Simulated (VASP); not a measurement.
# SnSe2 (P-3m1) in VASP: a series of runs

One crystal, SnSe2, is run at these levels: PBE, r2SCAN; tasks: single point.

Program: VASP 6.6.1. These are calculated values, not measurements. Logs are shortened: lines on timing, memory, paths and dates and some standing lists are left out, and cuts for length are marked.

## (1) Starting point

It takes space group P-3m1 (No. 164, trigonal). Conventional cell: a = 3.825 Å, b = 3.825 Å, c = 6.227 Å, α = 90.00°, β = 90.00°, γ = 120.00°. Sn (site symmetry -3m) is surrounded by 6 Se at 2.71 Å. Se (site symmetry 3m) has 3 Sn at 2.71 Å as nearest neighbours.

The cell was built by a generator and needn't be a form met in nature.

## (2) Single point, PBE

INCAR

```
  ALGO = Fast
  EDIFF = 1E-6
  ENCUT = 520
  GGA = PE
  ISIF = 2
  ISMEAR = -1
  LASPH = T
  LCHARG = T
  LELF = T
  LREAL = F
  LVHAR = T
  LWAVE = F
  NBANDS = 20
  NELM = 100
  PREC = Accurate
  SIGMA = 0.02
```

KPOINTS

```
k-points
0
Gamma
  12 12 4
```

POSCAR

```
SnSe2
1.0
    3.8251493202      0.0000000000      0.0000000000
   -1.9125746601      3.3126764845      0.0000000000
    0.0000000000      0.0000000000      6.2270791596
Sn Se
1 2
Direct
    0.0000000000      0.0000000000      0.0000000000
    0.3333333333      0.6666666667      0.2530782193
    0.6666666667      0.3333333333      0.7469217807
```

Potentials or basis: VASP PAW PBE potentials, release 64 (Sn_d, Se).

Started as:

```
cat potpaw_PBE.64/Sn_d/POTCAR potpaw_PBE.64/Se/POTCAR > POTCAR
mpirun -np 1 vasp_std > vasp.out
```

OUTCAR:

```text
EDIFF = 1E-6
   ENCUT = 520
   GGA = PE
   ISIF = 2
   ISMEAR = -1
   LASPH = T
   LREAL = F
   NELM = 100
   PREC = Accurate

 ion  position               nearest neighbor table
   1  0.000  0.000  0.000-   2 2.71   3 2.71   2 2.71   3 2.71   3 2.71   2 2.71
   2  0.333  0.667  0.253-   1 2.71   1 2.71   1 2.71
   3  0.667  0.333  0.747-   1 2.71   1 2.71   1 2.71

  LATTYP: Found a hexagonal cell.
 ALAT       =     3.8251493202
 C/A-ratio  =     1.6279310004

  Lattice vectors:

 A1 = (   3.8251493202,   0.0000000000,   0.0000000000)
 A2 = (  -1.9125746601,   3.3126764845,   0.0000000000)
 A3 = (   0.0000000000,   0.0000000000,   6.2270791596)

Analysis of symmetry for initial positions (statically):
=====================================================================
 Subroutine PRICEL returns:
 Original cell was already a primitive cell.

 Routine SETGRP: Setting up the symmetry group for a
 hexagonal supercell.

 Subroutine GETGRP returns: Found 12 space group operations
 (whereof 12 operations were pure point group operations)
 out of a pool of 24 trial point group operations.

The static configuration has the point symmetry D_3d.

Analysis of symmetry for dynamics (positions and initial velocities):
=====================================================================
 Subroutine PRICEL returns:
 Original cell was already a primitive cell.

 Routine SETGRP: Setting up the symmetry group for a
 hexagonal supercell.

 Subroutine GETGRP returns: Found 12 space group operations
 (whereof 12 operations were pure point group operations)
 out of a pool of 24 trial point group operations.

The dynamic configuration has the point symmetry D_3d.

 Subroutine INISYM returns: Found 12 space group operations
 (whereof 12 operations are pure point group operations),
 and found     1 'primitive' translations

----------------------------------------------------------------------------------------

                                     Primitive cell

  volume of cell :      78.9063

  direct lattice vectors                    reciprocal lattice vectors
     3.825149320  0.000000000  0.000000000     0.261427703  0.150935355  0.000000000
    -1.912574660  3.312676484  0.000000000     0.000000000  0.301870709  0.000000000
[... 84 lines left out ...]
   LASPH  =      T    aspherical Exc in radial PAW
   ENCUT  =  520.0 eV  38.22 Ry    6.18 a.u.   7.11  7.11 11.58*2*pi/ulx,y,z
   NELM   =    100;   NELMIN=  2; NELMDL= -5     # of ELM steps
   EDIFF  = 0.1E-05   stopping-criterion for ELM
   LREAL  =      F    real-space projection
   EDIFFG = 0.1E-04   stopping-criterion for IOM
   NSW    =      0    number of steps for IOM
   IBRION =     -1    ionic relax: 0-MD 1-quasi-New 2-CG
   NFREE  =      0    steps in history (QN), initial steepest desc. (CG)
   ISIF   =      2    stress and relaxation
   ISYM   =      2    0-nonsym 1-usesym 2-fastsym
   POTIM  = 0.5000    time-step for ionic-motion
   TEBEG  =    0.0;   TEEND  =   0.0 temperature during run
   PSTRESS=    0.0 pullay stress
   NELECT =      26.0000    total number of electrons
   NUPDOWN=      -1.0000    fix difference up-down
   EMIN   =  10.00;   EMAX   =-10.00  energy-range for DOS
   EFERMI =   0.00;   METHOD = LEGACY
   ISMEAR =    -1;   SIGMA  =   0.02  broadening in eV -4-tet -1-fermi 0-gaus
   EFERMI_NEDOS =   21; number of points for ismear=-14 and -15
   IALGO  =     68    algorithm
   IMIX   =      4    mixing-type and parameters
     AMIX     =   0.40;   BMIX     =  1.00
     AMIX_MAG =   1.60;   BMIX_MAG =  1.00
  volume/ion in A,a.u.               =      26.30       177.50
  Fermi-wavevector in a.u.,A,eV,Ry     =   1.130738  2.136785 17.395981  1.278569
  Thomas-Fermi vector in A             =   2.267435
   LORBIT       =      0    0 simple, 1 ext, 2 COOP (PROOUT), +10 PAW based schemes
   GGA     = PE    functional components
   LHFCALC =     F    Hartree Fock is set to
   AEXX    =    0.0000 exact exchange contribution
   IVDW    =     0    specifies the selected vdW correction
   LEPSILON=     F    determine dielectric tensor
   LRPA    =     F    only Hartree local field effects (RPA)
 non-spin polarized calculation
 RMM-DIIS sequential band-by-band and
  energy-cutoff  :      520.00
  volume of cell :       78.91
 maximum number of plane-waves:      2142
   NGX = 15   NGY = 15   NGZ = 23

 number of electron      26.0000000 magnetization

 Free energy of the ion-electron system (eV)
  ---------------------------------------------------
  ext. energy  EPLUGINS =         0.00000000
  ---------------------------------------------------
  free energy    TOTEN  =       -11.82419383 eV

  energy without entropy =      -11.82419383  energy(sigma->0) =      -11.82419383

 E-fermi :   4.3056     XC(G=0):  -9.3746

 val. band max:        3.9408841015   @ k =   0.0833   0.0833   0.0000
 cond. band min:       4.6765795451   @ k =   0.5000   0.0000   0.5000
 fundamental gap:      0.7356954437
 Fermi energy:         4.3055930887

 k-point     1 :       0.0000    0.0000    0.0000
  band No.  band energies     occupation
      1     -17.2864      2.00000
      2     -17.2864      2.00000
      3     -17.2495      2.00000
      4     -17.2378      2.00000
      5     -17.2378      2.00000
      6      -9.8325      2.00000
[... 541 lines left out ...]
     19      11.9815      0.00000
     20      12.8831      0.00000

 [... further k-points ...]

------------------------ aborting loop because EDIFF is reached ----------------------------------------

  FORCE on cell =-STRESS in cart. coord.  units (eV):
  Direction    XX          YY          ZZ          XY          YZ          ZX
  --------------------------------------------------------------------------------------
  -------------------------------------------------------------------------------------
  Total        1.4316629      1.4316629      1.5220316      0.0000000     -0.0000000     -0.0000000
  in kB       29.0696322     29.0696322     30.9045525      0.0000000     -0.0000000     -0.0000000
  external PRESSURE =      29.6812723 kB  Pullay stress =       0.0000000 kB

 VOLUME and BASIS-vectors are now :
 -----------------------------------------------------------------------------
  energy-cutoff  :      520.00
  volume of cell :       78.91
      direct lattice vectors                 reciprocal lattice vectors
     3.825149320  0.000000000  0.000000000     0.261427703  0.150935355  0.000000000
    -1.912574660  3.312676484  0.000000000     0.000000000  0.301870709  0.000000000
     0.000000000  0.000000000  6.227079160     0.000000000  0.000000000  0.160588933

 POSITION                                       TOTAL-FORCE (eV/Angst)
 -----------------------------------------------------------------------------------
      0.00000      0.00000      0.00000         0.000000      0.000000     -0.000000
     -0.00000      2.20845      1.57594        -0.000000      0.000000      0.275343
      1.91257      1.10423      4.65114         0.000000     -0.000000     -0.275343
 -----------------------------------------------------------------------------------
    total drift:                               -0.000000     -0.000000     -0.000000

  FREE ENERGIE OF THE ION-ELECTRON SYSTEM (eV)
  ---------------------------------------------------
  free  energy   TOTEN  =       -11.8241938269 eV

  energy  without entropy=      -11.8241938266  energy(sigma->0) =      -11.82419383
```

stdout:

```text
POSCAR found type information on POSCAR SnSe
 POSCAR found :  2 types and       3 ions
 scaLAPACK will be used
 LDA part: xc-table for (Slater+PW92), standard interpolation
 POSCAR, INCAR and KPOINTS ok, starting setup
 FFT: planning ... GRIDC
 FFT: planning ... GRID_SOFT
 FFT: planning ... GRID
 WAVECAR not read
 entering main loop
WARNING in EDDRMM: call to ZHEGV failed, returncode =   6  3     17
```

Run time: 68 s. Hardware: 1 thread of Intel Xeon Platinum 8488C (Sapphire Rapids), shared host; peak memory 0.25 GiB.

Results:

```yaml
Free_energy: -11.8242 eV
Pressure: 3.0 GPa
Largest_force: 0.275 eV/Å
Band_gap_on_the_k_mesh: 0.74 eV, indirect (least direct gap 1.12 eV)
```

Forces on the atoms (eV/Å):
```
Sn   0.000  0.000  0.000
Se   0.000  0.000  0.275
Se   0.000  0.000 -0.275
```

Caveat: spin-orbit coupling is left out, which moves the levels of the heavy elements; this functional lacks dispersion, which binds the layers, so the pressure and a relaxed spacing across them are unreliable.

## (3) Single point, r2SCAN

POSCAR is that of step 2.

INCAR.step1

```
SYSTEM = SnSe2
PREC = Accurate ; ENCUT = 520
ISMEAR = 0 ; SIGMA = 0.01
LREAL = .FALSE. ; LASPH = .TRUE.
NELM = 100 ; NBANDS = 20
GGA = PE ; ALGO = Normal
EDIFF = 1E-4 ; LWAVE = .TRUE.
LCHARG = .FALSE.
```

INCAR.step2

```
SYSTEM = SnSe2
PREC = Accurate ; ENCUT = 520
EDIFF = 1E-7 ; ISMEAR = 0
SIGMA = 0.01 ; LREAL = .FALSE.
LASPH = .TRUE. ; NELM = 100
ALGO = Normal ; ISIF = 2
LWAVE = .FALSE. ; LCHARG = .FALSE.
METAGGA = R2SCAN ; LMIXTAU = .TRUE.
NBANDS = 20 ; ISTART = 1
```

KPOINTS

```
Automatic mesh
0
G
  12 12 4
  0 0 0
```

Potentials or basis: VASP PAW PBE potentials, release 64 (Sn_d, Se).

Started as:

```
cat potpaw_PBE.64/Sn_d/POTCAR potpaw_PBE.64/Se/POTCAR > POTCAR
cp INCAR.step1 INCAR
mpirun -np 1 vasp_std > vasp.out
cp INCAR.step2 INCAR
mpirun -np 1 vasp_std > vasp.out
```

OUTCAR:

```text
SYSTEM = SnSe2
   PREC = Accurate
   ENCUT = 520
   EDIFF = 1E-7
   ISMEAR = 0
   LREAL = .FALSE.
   LASPH = .TRUE.
   NELM = 100
   ISIF = 2
   METAGGA = R2SCAN
   ISTART = 1

 ion  position               nearest neighbor table
   1  0.000  0.000  0.000-   2 2.71   3 2.71   2 2.71   3 2.71   3 2.71   2 2.71
   2  0.333  0.667  0.253-   1 2.71   1 2.71   1 2.71
   3  0.667  0.333  0.747-   1 2.71   1 2.71   1 2.71

  LATTYP: Found a hexagonal cell.
 ALAT       =     3.8251493202
 C/A-ratio  =     1.6279310004

  Lattice vectors:

 A1 = (   3.8251493202,   0.0000000000,   0.0000000000)
 A2 = (  -1.9125746601,   3.3126764845,   0.0000000000)
 A3 = (   0.0000000000,   0.0000000000,   6.2270791596)

Analysis of symmetry for initial positions (statically):
=====================================================================
 Subroutine PRICEL returns:
 Original cell was already a primitive cell.

 Routine SETGRP: Setting up the symmetry group for a
 hexagonal supercell.

 Subroutine GETGRP returns: Found 12 space group operations
 (whereof 12 operations were pure point group operations)
 out of a pool of 24 trial point group operations.

[... 162 lines left out ...]

  energy without entropy =      -54.62568447  energy(sigma->0) =      -54.62568447

 E-fermi :   3.7130     XC(G=0):  -9.9200

 val. band max:        3.6408034334   @ k =   0.0833   0.0833   0.0000
 cond. band min:       4.6537056700   @ k =   0.5000   0.0000   0.5000
 fundamental gap:      1.0129022365
 Fermi energy:         3.7130061222

 k-point     1 :       0.0000    0.0000    0.0000
  band No.  band energies     occupation
      1     -18.2370      2.00000
      2     -18.2369      2.00000
      3     -18.1807      2.00000
      4     -18.1729      2.00000
      5     -18.1729      2.00000
      6     -10.6283      2.00000
[... 541 lines left out ...]
     19      12.2876      0.00000
     20      13.1790      0.00000

 [... further k-points ...]

------------------------ aborting loop because EDIFF is reached ----------------------------------------

  FORCE on cell =-STRESS in cart. coord.  units (eV):
  Direction    XX          YY          ZZ          XY          YZ          ZX
  --------------------------------------------------------------------------------------
  -------------------------------------------------------------------------------------
  Total        0.4891845      0.4891845      0.4679910      0.0000000      0.0000000      0.0000000
  in kB        9.9327947      9.9327947      9.5024649      0.0000000      0.0000000      0.0000000
  external PRESSURE =       9.7893514 kB  Pullay stress =       0.0000000 kB

 VOLUME and BASIS-vectors are now :
 -----------------------------------------------------------------------------
  energy-cutoff  :      520.00
  volume of cell :       78.91
      direct lattice vectors                 reciprocal lattice vectors
     3.825149320  0.000000000  0.000000000     0.261427703  0.150935355  0.000000000
    -1.912574660  3.312676484  0.000000000     0.000000000  0.301870709  0.000000000
     0.000000000  0.000000000  6.227079160     0.000000000  0.000000000  0.160588933

 POSITION                                       TOTAL-FORCE (eV/Angst)
 -----------------------------------------------------------------------------------
      0.00000      0.00000      0.00000        -0.000000      0.000000      0.000000
     -0.00000      2.20845      1.57594        -0.000000      0.000000     -0.015696
      1.91257      1.10423      4.65114         0.000000     -0.000000      0.015696
 -----------------------------------------------------------------------------------
    total drift:                               -0.000000     -0.000000     -0.000000

  FREE ENERGIE OF THE ION-ELECTRON SYSTEM (eV)
  ---------------------------------------------------
  free  energy   TOTEN  =       -54.6256844652 eV

  energy  without entropy=      -54.6256844652  energy(sigma->0) =      -54.62568447
```

OUTCAR.step1:

```text
SYSTEM = SnSe2
   PREC = Accurate
   ENCUT = 520
   ISMEAR = 0
   LREAL = .FALSE.
   LASPH = .TRUE.
[... 778 lines left out ...]
      0.00000      0.00000      0.00000         0.000000     -0.000000     -0.000000
     -0.00000      2.20845      1.57594         0.000000     -0.000000      0.276768
      1.91257      1.10423      4.65114        -0.000000      0.000000     -0.276768
 -----------------------------------------------------------------------------------
    total drift:                               -0.000000     -0.000000     -0.000000

  FREE ENERGIE OF THE ION-ELECTRON SYSTEM (eV)
  ---------------------------------------------------
  free  energy   TOTEN  =       -11.8241623364 eV

  energy  without entropy=      -11.8241623364  energy(sigma->0) =      -11.82416234
```

OSZICAR.step1:

```text
N       E                     dE             d eps       ncg     rms          rms(c)
DAV:   1     0.206288184979E+03    0.20629E+03   -0.12153E+04  2816   0.146E+03
DAV:   2     0.116157571138E+02   -0.19467E+03   -0.18713E+03  2972   0.385E+02
DAV:   3    -0.112764032503E+02   -0.22892E+02   -0.22426E+02  3320   0.114E+02
DAV:   4    -0.120663927967E+02   -0.78999E+00   -0.78866E+00  3296   0.224E+01
DAV:   5    -0.120855647512E+02   -0.19172E-01   -0.19170E-01  3812   0.363E+00    0.497E+00
DAV:   6    -0.118404912380E+02    0.24507E+00   -0.51297E-01  4152   0.735E+00    0.320E+00
DAV:   7    -0.118236645958E+02    0.16827E-01   -0.15149E-01  3204   0.242E+00    0.102E+00
DAV:   8    -0.118236595952E+02    0.50006E-05   -0.11809E-02  3468   0.102E+00    0.275E-01
DAV:   9    -0.118241546685E+02   -0.49507E-03   -0.15089E-03  3132   0.294E-01    0.842E-02
DAV:  10    -0.118241623364E+02   -0.76679E-05   -0.10900E-04  2504   0.747E-02
   1 F= -.11824162E+02 E0= -.11824162E+02  d E =-.320610E-70
```

It took 3.7 min on 1 thread of Intel Xeon Platinum 8488C (Sapphire Rapids), shared host; peak memory 0.26 GiB.

Results:

* Free energy: -54.6257 eV
* Pressure: 1.0 GPa
* Largest force: 0.016 eV/Å
* Band gap on the k mesh: 1.01 eV, indirect (least direct gap 1.49 eV)

Forces on the atoms (eV/Å):
```
Sn   0.000  0.000  0.000
Se   0.000  0.000 -0.016
Se   0.000  0.000  0.016
```

Levels at points of the mesh, in eV from the valence-band top:
```
           k point  band 9  band 10  band 11  band 12  band 13  band 14  band 15  band 16  band 17  band 18
(0.00, 0.00, 0.00)   -0.59    -0.59    -0.31    -0.31    -0.11     1.43     3.58     5.06     5.06     8.68
(0.50, 0.00, 0.00)   -4.41    -2.93    -2.54    -1.23    -0.28     1.40     4.26     5.78     5.85     7.43
(0.00, 0.00, 0.50)   -2.12    -0.69    -0.69    -0.15    -0.15     2.82     3.52     4.80     4.80     8.58
(0.50, 0.00, 0.50)   -4.87    -2.36    -2.00    -0.82    -0.67     1.01     4.65     5.19     6.32     6.62
```

Caveat: the PAW data sets were made with another functional, which shifts forces and pressure a little; spin-orbit coupling is left out, which moves the levels of the heavy elements. A k mesh can miss the band edges.

## (4) Single point, r2SCAN (uniaxial_z strain +2.0%)

POSCAR

```
SnSe2
1.0
    3.8251493202      0.0000000000      0.0000000000
   -1.9125746601      3.3126764845      0.0000000000
    0.0000000000      0.0000000000      6.3516207428
Sn Se
1 2
Direct
    0.0000000000      0.0000000000      0.0000000000
    0.3333333333      0.6666666667      0.2485898278
    0.6666666667      0.3333333333      0.7514101722
```

INCAR.step1

```
SYSTEM = SnSe2
PREC = Accurate
ENCUT = 520
ISMEAR = 0
SIGMA = 0.01
LREAL = .FALSE.
LASPH = .TRUE.
NELM = 100
NBANDS = 20
GGA = PE
ALGO = Normal
EDIFF = 1E-4
LWAVE = .TRUE.
LCHARG = .FALSE.
```

INCAR.step2

```
SYSTEM = SnSe2
PREC = Accurate
ENCUT = 520
EDIFF = 1E-7
ISMEAR = 0
SIGMA = 0.01
LREAL = .FALSE.
LASPH = .TRUE.
NELM = 100
ALGO = Normal
ISIF = 2
LWAVE = .FALSE.
LCHARG = .FALSE.
METAGGA = R2SCAN
LMIXTAU = .TRUE.
NBANDS = 20
ISTART = 1
```

KPOINTS is that of step 3.

Started as:

```
cat potpaw_PBE.64/Sn_d/POTCAR potpaw_PBE.64/Se/POTCAR > POTCAR
cp INCAR.step1 INCAR
mpirun -np 1 vasp_std > vasp.out
cp INCAR.step2 INCAR
mpirun -np 1 vasp_std > vasp.out
```

Run time: 3.7 min. Hardware: 1 thread of Intel Xeon Platinum 8488C (Sapphire Rapids), shared host; peak memory 0.26 GiB.

Results (log left out):

| Property | Result |
| --- | --- |
| Free energy | -54.6338 eV |
| Pressure | 0.6 GPa |
| Largest force | 0.018 eV/Å |
| Band gap on the k mesh | 1.04 eV, indirect (least direct gap 1.48 eV) |

Forces in eV/Å, atoms in the order of the input:
```
Sn   0.000  0.000  0.000
Se   0.000  0.000 -0.018
Se   0.000  0.000  0.018
```

Stress tensor (GPa, compression positive):
```
0.75 0.00 0.00
0.00 0.75 0.00
0.00 0.00 0.43
```

Levels at points of the mesh, in eV from the valence-band top:
```tsv
k point	band 9	band 10	band 11	band 12	band 13	band 14	band 15	band 16	band 17	band 18
(0.00, 0.00, 0.00)	-0.52	-0.52	-0.21	-0.21	-0.17	1.51	3.65	5.11	5.11	8.58
(0.50, 0.00, 0.00)	-4.38	-2.80	-2.44	-1.09	-0.24	1.40	4.34	5.90	5.97	7.34
(0.00, 0.00, 0.50)	-1.98	-0.60	-0.60	-0.09	-0.09	2.80	3.59	4.89	4.89	8.74
(0.50, 0.00, 0.50)	-4.75	-2.30	-2.00	-0.74	-0.56	1.04	4.71	5.25	6.33	6.62
```

Caveat: the PAW data sets were made with another functional, which shifts forces and pressure a little; spin-orbit coupling is left out, which moves the levels of the heavy elements.

## (5) The runs side by side

| level | cell | smearing | gap on the mesh (eV) | pressure (GPa) | largest force (eV/Å) |
| --- | --- | --- | --- | --- | --- |
| PBE | as given | fermi-dirac 0.02 eV | 0.74 | 3.0 | 0.28 |
| r2SCAN | as given | gaussian 0.01 eV | 1.01 | 1.0 | 0.02 |
| r2SCAN | uniaxial_z strain +2.0% | gaussian 0.01 eV | 1.04 | 0.6 | 0.02 |

Alike in all rows: task single point; potentials or basis VASP PAW PBE potentials, release 64 (Sn_d, Se); no spin polarisation; k mesh 12 × 12 × 4; cutoff (eV) 520.

Caveats: spin-orbit coupling is left out, which moves the levels of the heavy elements; the PAW data sets were made with another functional, which shifts forces and pressure a little (some runs); this functional lacks dispersion, which binds the layers, so the pressure and a relaxed spacing across them are unreliable (some runs).

Absolute energies hang on the potentials; compare differences alone.
